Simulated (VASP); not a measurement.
# Bi (P6_3/mmc) in VASP: further runs, part 2 of 2

VASP 6.6.1.

### 3 Single point, PBEsol

This run uses another cell than the first one, of 32.47 Å³/atom, 1.080 times its volume.

Contents of INCAR:

```
SYSTEM = Bi
PREC = Accurate
ENCUT = 520
EDIFF = 1E-6
ISMEAR = -1
SIGMA = 0.1
LREAL = .FALSE.
LASPH = .TRUE.
NELM = 60
ALGO = Normal
ISIF = 2
LWAVE = .FALSE.
LCHARG = .FALSE.
GGA = PS
NBANDS = 22
```

Contents of KPOINTS:

```
Automatic mesh
0
G
  12 12 6
  0 0 0
```

Contents of POSCAR:

```
Bi
1.0
    3.5759294871      0.0000000000      0.0000000000
   -1.7879647436      3.0968457780      0.0000000000
    0.0000000000      0.0000000000      5.8638767135
Bi
2
Direct
    0.3333333333      0.6666666667      0.2500000000
    0.6666666667      0.3333333333      0.7500000000
```

Potentials or basis: VASP PAW PBE potentials, release 64 (Bi_d).

Command:

```sh
$ cat potpaw_PBE.64/Bi_d/POTCAR > POTCAR
$ mpirun -np 1 vasp_std > vasp.out
```

OUTCAR:

```text
SYSTEM = Bi
   PREC = Accurate
   ENCUT = 520
   EDIFF = 1E-6
   ISMEAR = -1
   LREAL = .FALSE.
   LASPH = .TRUE.
   NELM = 60
   ISIF = 2
   GGA = PS

 ion  position               nearest neighbor table
   1  0.333  0.667  0.250-   2 3.59   2 3.59   2 3.59   2 3.59   2 3.59   2 3.59
   2  0.667  0.333  0.750-   1 3.59   1 3.59   1 3.59   1 3.59   1 3.59   1 3.59

  LATTYP: Found a hexagonal cell.
 ALAT       =     3.5759294871
 C/A-ratio  =     1.6398188876

  Lattice vectors:

 A1 = (   3.5759294871,   0.0000000000,   0.0000000000)
 A2 = (  -1.7879647436,   3.0968457780,   0.0000000000)
 A3 = (   0.0000000000,   0.0000000000,   5.8638767135)

Analysis of symmetry for initial positions (statically):
=====================================================================
 Subroutine PRICEL returns:
 Original cell was already a primitive cell.

 Routine SETGRP: Setting up the symmetry group for a
 hexagonal supercell.

 Subroutine GETGRP returns: Found 24 space group operations
 (whereof 12 operations were pure point group operations)
 out of a pool of 24 trial point group operations.

The static configuration has the point symmetry D_3d.
 The point group associated with its full space group is D_6h.

Analysis of symmetry for dynamics (positions and initial velocities):
=====================================================================
 Subroutine PRICEL returns:
 Original cell was already a primitive cell.

 Routine SETGRP: Setting up the symmetry group for a
 hexagonal supercell.

 Subroutine GETGRP returns: Found 24 space group operations
 (whereof 12 operations were pure point group operations)
 out of a pool of 24 trial point group operations.

The dynamic configuration has the point symmetry D_3d.
 The point group associated with its full space group is D_6h.

 Subroutine INISYM returns: Found 24 space group operations
 (whereof 12 operations are pure point group operations),
 and found     1 'primitive' translations

----------------------------------------------------------------------------------------

                                     Primitive cell

  volume of cell :      64.9372

  direct lattice vectors                    reciprocal lattice vectors
     3.575929487  0.000000000  0.000000000     0.279647572  0.161454601  0.000000000
    -1.787964744  3.096845778  0.000000000     0.000000000  0.322909202  0.000000000
     0.000000000  0.000000000  5.863876713     0.000000000  0.000000000  0.170535645

  length of vectors
     3.575929487  3.575929487  5.863876713     0.322909202  0.322909202  0.170535645

  position of ions in fractional coordinates (direct lattice)
     0.333333333  0.666666667  0.250000000
     0.666666667  0.333333333  0.750000000

  ion indices of the primitive-cell ions
   primitive index   ion index
                 1           1
                 2           2

----------------------------------------------------------------------------------------

 KPOINTS: Automatic mesh

Automatic generation of k-mesh.
 Grid dimensions read from file:
 generate k-points for:   12   12    6

 Generating k-lattice:

  Cartesian coordinates                     Fractional coordinates (reciprocal lattice)
     0.023303964  0.013454550  0.000000000     0.083333333 -0.000000000  0.000000000
     0.000000000  0.026909100  0.000000000     0.000000000  0.083333333  0.000000000
     0.000000000  0.000000000  0.028422608     0.000000000  0.000000000  0.166666667

  Length of vectors
     0.026909100  0.026909100  0.028422608

  Shift w.r.t. Gamma in fractional coordinates (k-lattice)
     0.000000000  0.000000000  0.000000000

 Subroutine IBZKPT returns following result:
 ===========================================

 Found     76 irreducible k-points:

 Following reciprocal coordinates:
            Coordinates               Weight
  0.000000  0.000000  0.000000      1.000000
  0.083333  0.000000  0.000000      6.000000
  0.166667  0.000000  0.000000      6.000000
  0.250000  0.000000  0.000000      6.000000
  0.333333  0.000000  0.000000      6.000000
  0.416667  0.000000  0.000000      6.000000
[... 16 lines left out ...]
  0.250000  0.000000  0.166667     12.000000
  0.333333  0.000000  0.166667     12.000000
 [... further k-points ...]
   k-points           NKPTS =     76   k-points in BZ     NKDIM =     76   number of bands    NBANDS=     22
   number of dos      NEDOS =    301   number of ions     NIONS =      2
   total plane-waves  NPLWV =  37632
   dimension x,y,z NGX =    28 NGY =   28 NGZ =   48
   dimension x,y,z NGXF=    56 NGYF=   56 NGZF=   96
   ions per type =               2
   NGX,Y,Z   is equivalent  to a cutoff of  13.02, 13.02, 13.61 a.u.
   NGXF,Y,Z  is equivalent  to a cutoff of  26.03, 26.03, 27.22 a.u.
 SYSTEM =  Bi
   PREC   = accura    normal or accurate (medium, high low for compatibility)
   ISTART =      0    job   : 0-new  1-cont  2-samecut
   ICHARG =      2    charge: 1-file 2-atom 10-const
   ISPIN  =      1    spin polarized calculation?
   LNONCOLLINEAR =      F non collinear calculations
   LSORBIT =      F    spin-orbit coupling
   LASPH  =      T    aspherical Exc in radial PAW
   ENCUT  =  520.0 eV  38.22 Ry    6.18 a.u.   6.65  6.65 10.90*2*pi/ulx,y,z
   NELM   =     60;   NELMIN=  2; NELMDL= -5     # of ELM steps
   EDIFF  = 0.1E-05   stopping-criterion for ELM
   LREAL  =      F    real-space projection
   EDIFFG = 0.1E-04   stopping-criterion for IOM
   NSW    =      0    number of steps for IOM
   IBRION =     -1    ionic relax: 0-MD 1-quasi-New 2-CG
   NFREE  =      0    steps in history (QN), initial steepest desc. (CG)
   ISIF   =      2    stress and relaxation
   ISYM   =      2    0-nonsym 1-usesym 2-fastsym
   POTIM  = 0.5000    time-step for ionic-motion
   TEBEG  =    0.0;   TEEND  =   0.0 temperature during run
   PSTRESS=    0.0 pullay stress
   NELECT =      30.0000    total number of electrons
   NUPDOWN=      -1.0000    fix difference up-down
   EMIN   =  10.00;   EMAX   =-10.00  energy-range for DOS
   EFERMI =   0.00;   METHOD = LEGACY
   ISMEAR =    -1;   SIGMA  =   0.10  broadening in eV -4-tet -1-fermi 0-gaus
   EFERMI_NEDOS =   21; number of points for ismear=-14 and -15
   IALGO  =     38    algorithm
   IMIX   =      4    mixing-type and parameters
     AMIX     =   0.40;   BMIX     =  1.00
     AMIX_MAG =   1.60;   BMIX_MAG =  1.00
  volume/ion in A,a.u.               =      32.47       219.11
  Fermi-wavevector in a.u.,A,eV,Ry     =   1.265564  2.391569 21.791803  1.601652
  Thomas-Fermi vector in A             =   2.398811
   LORBIT       =      0    0 simple, 1 ext, 2 COOP (PROOUT), +10 PAW based schemes
   GGA     = PS    functional components
   LHFCALC =     F    Hartree Fock is set to
   AEXX    =    0.0000 exact exchange contribution
   IVDW    =     0    specifies the selected vdW correction
   LEPSILON=     F    determine dielectric tensor
   LRPA    =     F    only Hartree local field effects (RPA)
 non-spin polarized calculation
  energy-cutoff  :      520.00
  volume of cell :       64.94
 maximum number of plane-waves:      1786
 NGX is ok and might be reduce to    28
   NGX = 13   NGY = 13   NGZ = 21

 number of electron      29.9999999 magnetization

 Free energy of the ion-electron system (eV)
  ---------------------------------------------------
  ext. energy  EPLUGINS =         0.00000000
  ---------------------------------------------------
  free energy    TOTEN  =        -8.38876432 eV

  energy without entropy =       -8.34995245  energy(sigma->0) =       -8.36935839

 E-fermi :   7.3055     XC(G=0): -10.2403

 val. band max:        7.3022882511   @ k =   0.2500   0.0000   0.1667
 cond. band min:       7.3061910266   @ k =   0.4167   0.0833   0.1667
 fundamental gap:      0.0039027756
 Fermi energy:         7.3055306522

 k-point     1 :       0.0000    0.0000    0.0000
  band No.  band energies     occupation
      1     -15.6788      2.00000
      2     -15.6692      2.00000
      3     -15.6615      2.00000
      4     -15.6615      2.00000
      5     -15.6543      2.00000
      6     -15.6543      2.00000
[... 14 lines left out ...]
     21      16.6877      0.00000
     22      17.5713      0.00000
[... 552 lines left out ...]
  band No.  band energies     occupation
      1     -15.7131      2.00000
      2     -15.6796      2.00000
      3     -15.6653      2.00000
      4     -15.6545      2.00000
      5     -15.6228      2.00000
      6     -15.6070      2.00000
[... 14 lines left out ...]
     21      15.5771      0.00000
     22      16.8455      0.00000

 [... further k-points ...]

------------------------ aborting loop because EDIFF is reached ----------------------------------------

  FORCE on cell =-STRESS in cart. coord.  units (eV):
  Direction    XX          YY          ZZ          XY          YZ          ZX
  --------------------------------------------------------------------------------------
  -------------------------------------------------------------------------------------
  Total       -1.7686882     -1.7686882     -1.3916740      0.0000000      0.0000000      0.0000000
  in kB      -43.6383681    -43.6383681    -34.3363994      0.0000000      0.0000000      0.0000000
  external PRESSURE =     -40.5377119 kB  Pullay stress =       0.0000000 kB

 VOLUME and BASIS-vectors are now :
 -----------------------------------------------------------------------------
  energy-cutoff  :      520.00
  volume of cell :       64.94
      direct lattice vectors                 reciprocal lattice vectors
     3.575929487  0.000000000  0.000000000     0.279647572  0.161454601  0.000000000
    -1.787964744  3.096845778  0.000000000     0.000000000  0.322909202  0.000000000
     0.000000000  0.000000000  5.863876713     0.000000000  0.000000000  0.170535645

 POSITION                                       TOTAL-FORCE (eV/Angst)
 -----------------------------------------------------------------------------------
     -0.00000      2.06456      1.46597        -0.000000     -0.000000      0.000000
      1.78796      1.03228      4.39791         0.000000      0.000000      0.000000
 -----------------------------------------------------------------------------------
    total drift:                               -0.000000      0.000000     -0.000000

  FREE ENERGIE OF THE ION-ELECTRON SYSTEM (eV)
  ---------------------------------------------------
  free  energy   TOTEN  =        -8.3887643239 eV

  energy  without entropy=       -8.3499524509  energy(sigma->0) =       -8.36935839
```

Wall time 1.7 min (1 thread of Intel Xeon Platinum 8375C at 2.90GHz (Ice Lake), shared host); peak memory 0.23 GiB.

What came out:

| Item | Value |
| --- | --- |
| Free energy | -8.3888 eV |
| Pressure | -4.1 GPa |
| Band gap on the k mesh | none (metal or under the smearing width) |

Levels at points of the mesh, in eV from the Fermi level:
```tsv
k point	band 12	band 13	band 14	band 15	band 16	band 17	band 18	band 19
(0.00, 0.00, 0.00)	-10.71	-5.05	3.21	3.21	4.65	4.65	4.68	6.82
(0.50, 0.00, 0.00)	-9.80	-4.27	-2.90	-1.86	0.23	0.38	3.19	4.79
(0.00, 0.00, 0.50)	-12.35	-1.14	-1.14	3.89	3.89	3.89	3.89	7.74
(0.50, 0.00, 0.50)	-10.23	-4.62	-4.62	1.40	1.40	1.50	1.50	5.50
```

Caveat: the PAW data sets were made with another functional, which shifts forces and pressure a little; spin-orbit coupling is left out, which moves the levels of the heavy elements.
